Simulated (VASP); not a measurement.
**ZrO2: electrostatic potential with LDA**

Crystal: ZrO2.

```xyz
3
Lattice="0.0000 2.5151 2.5151 2.5151 0.0000 2.5151 2.5151 2.5151 0.0000" Properties=species:S:1:pos:R:3 pbc="T T T"
Zr    0.0000    0.0000    0.0000
O     1.2575    1.2575    1.2575
O     3.7726    3.7726    3.7726
```

The cell was built by a generator and needn't be a form met in nature.

- Program: VASP 6.6.1
- Task: electrostatic potential
- Functional: LDA
- Potentials or basis: VASP PAW LDA potentials, release 64 (Zr_sv, O)
- Cutoff: 520 eV
- k mesh: 10 × 10 × 10
- Occupations: gaussian, width 0.02 eV
- Spin: no spin polarisation
- Further INCAR settings: ALGO = Fast; EDIFF = 1e-06

- Pressure: 0.3 GPa
- Band gap on the k mesh: 3.32 eV, indirect (least direct gap 3.78 eV)

Levels at points of the mesh, in eV from the valence-band top:
| k point | band 9 | band 10 | band 11 | band 12 | band 13 | band 14 | band 15 | band 16 |
| --- | --- | --- | --- | --- | --- | --- | --- | --- |
| (0.00, 0.00, 0.00) | -5.50 | -0.55 | -0.55 | -0.55 | 3.32 | 3.32 | 6.65 | 9.83 |
| (0.50, 0.00, 0.00) | -2.63 | -2.53 | -1.68 | -1.68 | 4.03 | 4.03 | 6.45 | 8.86 |
| (0.50, 0.50, 0.00) | -3.23 | -1.57 | -1.57 | 0.00 | 3.78 | 4.84 | 6.19 | 7.59 |

Run time: 39 s on 1 thread of AMD EPYC 9R14 (Zen 4), with other jobs on the host, peak memory 0.12 GiB.

A k mesh can miss the band edges. LDA gaps usually lie below the measured ones, often by a third to a half.
